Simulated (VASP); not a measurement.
MgTe (wurtzite), PBE single-point calculation: Ansatz's output and VASP's

```
Mg Te
1.0
     4.57764    0.00000    0.00000
    -2.28882    3.96435    0.00000
     0.00000    0.00000    7.45509
Mg Te
2 2
Direct
  0.33333 0.66667 0.99939
  0.66667 0.33333 0.49939
  0.33333 0.66667 0.37561
  0.66667 0.33333 0.87561
```

Ansatz printed

```
SCF 1 converged in 6 iterations: F = -17811.044415 eV  dr2 = 7.01e-8
  greatest PAW one-centre occupation: 1.000 electrons in one spin orbital (limit 2), on the Mg atom at site 1 (counted from 0), in its partial waves of l = 0
NSCF: frozen V_eff on 7 k-points
SCF converged after 6 iterations
Free energy (F): -17811.044415 eV
Harris-Foulkes:  -17811.044415 eV  (|F-HF|=1.98e-8)
Internal energy: -17811.044415 eV  (E = F + TS)
E sigma→0 (E₀):  -17811.044415 eV
Fermi energy:    5.546239 eV
--- Per-component energies (eV) ---
  E_band       = -1337.245609
  E_kinetic    = 512.671891
  E_local      = -6637.307246  (includes V_loc(G=0)·N_el)
  E_nonlocal   = -428.226129
  E_hartree    = 3159.179748
  E_xc         = -306.451479
  E_vxc        = -282.985430  (∫ρ·V_xc dr)
  E_paw        = -9911.607535  (= ΣΔE_a)
  E_vpaw       = -819.779427  (= ΣTr[D̂ρ^β])
  E_aug_tail   = -0.000355  (compensation charges beyond the density's cutoff)
  E_ewald      = -4199.303310
  E_smearing   = -0.000000  (= −TS)
  E_closure    = 0.000000  (closes the sum)
  Σ components = -17811.044415   (vs F -17811.044415, Δ=0.00e0)
--- Forces (eV/Å), atoms counted from 1 ---
  atom   1  Mg    -0.00000000    -0.00000000    -0.00226674
  atom   2  Mg     0.00000000     0.00000000    -0.00226674
  atom   3  Te     0.00000000     0.00000000     0.00222662
  atom   4  Te    -0.00000000    -0.00000000     0.00222662
  max |Σ_I F_I| component: 8.02e-5 eV/Å
--- Stress (GPa, compression-positive) ---
        0.696478       0.000000      -0.000000
       -0.000000       0.696478       0.000000
       -0.000000       0.000000       0.670120
  P = ⅓ Tr σ = 0.6877 GPa (6.877 kbar)
--- Band table (eV; the first three rows and the last of 21) ---
  k-point 0: bands = ["-70.8067", "-70.8067", "-37.5618", "-37.5616", "-37.5608", "-37.5608", "-37.5608", "-37.5608", "-30.7825", "-30.7823", "-30.7817", "-30.7817", "-30.7816", "-30.7816", "-30.7741", "-30.7741", "-30.7737", "-30.7737", "-5.8982", "-5.3023", "1.0880", "3.8262", "3.8262", "4.3021", "4.3021", "4.3050", "6.7666", "7.2951", "9.6048", "9.6048", "9.9642"]
  k-point 1: bands = ["-70.8067", "-70.8067", "-37.5617", "-37.5617", "-37.5608", "-37.5608", "-37.5608", "-37.5608", "-30.7824", "-30.7823", "-30.7817", "-30.7817", "-30.7816", "-30.7816", "-30.7741", "-30.7741", "-30.7738", "-30.7738", "-5.8225", "-5.4037", "1.4233", "3.5191", "3.8898", "3.8898", "4.2255", "4.2255", "7.4466", "7.4614", "9.6387", "9.6387", "9.7268"]
  k-point 2: bands = ["-70.8067", "-70.8067", "-37.5617", "-37.5617", "-37.5608", "-37.5608", "-37.5608", "-37.5608", "-30.7824", "-30.7824", "-30.7816", "-30.7816", "-30.7816", "-30.7816", "-30.7739", "-30.7739", "-30.7739", "-30.7739", "-5.6256", "-5.6256", "2.3219", "2.3219", "4.0512", "4.0512", "4.0512", "4.0512", "7.7685", "7.7685", "9.8596", "9.8596", "9.8596"]
  k-point 20: bands = ["-70.8067", "-70.8067", "-37.5617", "-37.5617", "-37.5609", "-37.5609", "-37.5609", "-37.5609", "-30.7822", "-30.7822", "-30.7816", "-30.7816", "-30.7815", "-30.7815", "-30.7738", "-30.7738", "-30.7738", "-30.7738", "-5.1581", "-5.1581", "1.3811", "1.3811", "2.3998", "2.3998", "3.6899", "3.6899", "8.2001", "8.2001", "9.4587", "9.4587", "10.8856"]
```

Datasets and cutoffs are each program's own. VASP's cell holds 16 valence electrons and Ansatz's 52. Ansatz's stress includes a Pulay correction; VASP's doesn't.

**Question.** What does VASP give for the same cell and level of theory?

**Answer.** gap between bands v and c 2.45 eV; least direct gap 2.45 eV; pressure 0.7 GPa.

From OUTCAR

```
k-points           NKPTS =     21   k-points in BZ     NKDIM =     21   number of bands    NBANDS=     16

   NELECT =      16.0000    total number of electrons

   dimension x,y,z NGX =    36 NGY =   36 NGZ =   56
   dimension x,y,z NGXF=    72 NGYF=   72 NGZF=  112

  energy-cutoff  :      520.00
  volume of cell :      135.29
      direct lattice vectors                 reciprocal lattice vectors
     4.577635648  0.000000000  0.000000000     0.218453384  0.126124120  0.000000000
    -2.288817824  3.964348761  0.000000000     0.000000000  0.252248241  0.000000000
     0.000000000  0.000000000  7.455089257     0.000000000  0.000000000  0.134136556

 k-points in reciprocal lattice and weights: KPOINTS created by Atomic Simulation Env
   0.00000000  0.00000000  0.00000000       0.007
   0.16666667 -0.00000000  0.00000000       0.042
   0.33333333  0.00000000  0.00000000       0.042
   0.50000000  0.00000000  0.00000000       0.021
   0.16666667  0.16666667  0.00000000       0.042
   0.33333333  0.16666667  0.00000000       0.083
   0.33333333  0.33333333  0.00000000       0.014
   0.00000000  0.00000000  0.25000000       0.014
   ...

 E-fermi :   2.2933

 k-point     1 :       0.0000    0.0000    0.0000
  band No.  band energies     occupation
      1      -8.3176      2.00000
      2      -7.7215      2.00000
      3      -1.3450      2.00000
      4       1.3998      2.00000
      5       1.3998      2.00000
      6       1.8785      2.00000
      7       1.8785      2.00000
      8       1.8814      2.00000
      9       4.3334      0.00000
     10       4.8566      0.00000
     11       7.1577      0.00000
     12       7.1577      0.00000
     13       7.5146      0.00000
     14       8.1198      0.00000
     15       8.1198      0.00000
     16       9.1172      0.00000

 k-point     2 :       0.1667   -0.0000    0.0000
  band No.  band energies     occupation
      1      -8.2026      2.00000
      2      -7.6593      2.00000
      3      -1.1764      2.00000
      4       0.5563      2.00000
      5       0.9487      2.00000
      6       1.1710      2.00000
      7       1.7529      2.00000
      8       1.7762      2.00000
      9       5.2368      0.00000
     10       5.5806      0.00000
     11       6.8885      0.00000
     12       7.4590      0.00000
     13       7.5103      0.00000
     14       8.0763      0.00000
     15       8.1784      0.00000
     16       8.6788      0.00000

 k-point     3 :       0.3333    0.0000    0.0000
  band No.  band energies     occupation
      1      -7.9277      2.00000
      2      -7.5501      2.00000
      3      -0.9191      2.00000
      4      -0.3958      2.00000
      5      -0.1578      2.00000
      6       0.8169      2.00000
      7       1.3214      2.00000
      8       1.5516      2.00000
      9       5.2937      0.00000
     10       5.8129      0.00000
     11       6.4739      0.00000
     12       7.5175      0.00000
     13       7.7490      0.00000
     14       8.6805      0.00000
     15       8.8356      0.00000
     16       9.7246      0.00000

 k-point     4 :       0.5000    0.0000    0.0000
  band No.  band energies     occupation
      1      -7.7383      2.00000
      2      -7.5300      2.00000
      3      -1.1753      2.00000
      4      -0.7168      2.00000
      5      -0.0639      2.00000
      6       0.6692      2.00000
      7       0.8941      2.00000
      8       1.4424      2.00000
      9       5.0548      0.00000
     10       5.7531      0.00000
     11       6.1431      0.00000
     12       7.3740      0.00000
     13       8.5131      0.00000
     14       8.5494      0.00000
     15       9.0169      0.00000
     16      10.2753      0.00000

 k-point     5 :       0.1667    0.1667    0.0000
  band No.  band energies     occupation
      1      -8.0053      2.00000
      2      -7.5731      2.00000
      3      -0.9108      2.00000
      4      -0.0441      2.00000
      5      -0.0308      2.00000
      6       0.7834      2.00000
      7       1.3798      2.00000
      8       1.4789      2.00000
      9       6.1084      0.00000
     10       6.3171      0.00000
     11       6.6374      0.00000
     12       6.7579      0.00000
     13       7.5139      0.00000
     14       7.9767      0.00000
     15       8.5041      0.00000
     16       9.1185      0.00000

 k-point     6 :       0.3333    0.1667    0.0000
  band No.  band energies     occupation
      1      -7.7461      2.00000
      2      -7.5245      2.00000
      3      -0.9507      2.00000
      4      -0.6041      2.00000
      5      -0.0656      2.00000
      6       0.2661      2.00000
      7       0.9577      2.00000
      8       1.0150      2.00000
      9       5.8275      0.00000
     10       6.1247      0.00000
     11       6.6381      0.00000
     12       7.5040      0.00000
     13       8.0832      0.00000
     14       8.7073      0.00000
     15       8.8737      0.00000
     16       9.4533      0.00000

 ...

  Total        0.5759508      0.5759508      0.5568595      0.0000000      0.0000000     -0.0000000
  in kB        6.8207178      6.8207178      6.5946276      0.0000000      0.0000000     -0.0000000
  external PRESSURE =       6.7453544 kB  Pullay stress =       0.0000000 kB

 POSITION                                       TOTAL-FORCE (eV/Angst)
 -----------------------------------------------------------------------------------
      0.00000      2.64290      7.45056        -0.000000      0.000000     -0.001702
      2.28882      1.32145      3.72301         0.000000     -0.000000     -0.001702
      0.00000      2.64290      2.80019         0.000000     -0.000000      0.001702
      2.28882      1.32145      6.52774        -0.000000     -0.000000      0.001702
 -----------------------------------------------------------------------------------
    total drift:                               -0.000000     -0.000000      0.000931

  FREE ENERGIE OF THE ION-ELECTRON SYSTEM (eV)
  ---------------------------------------------------
  free  energy   TOTEN  =       -12.8051170730 eV

  energy  without entropy=      -12.8051170729  energy(sigma->0) =      -12.80511707
```
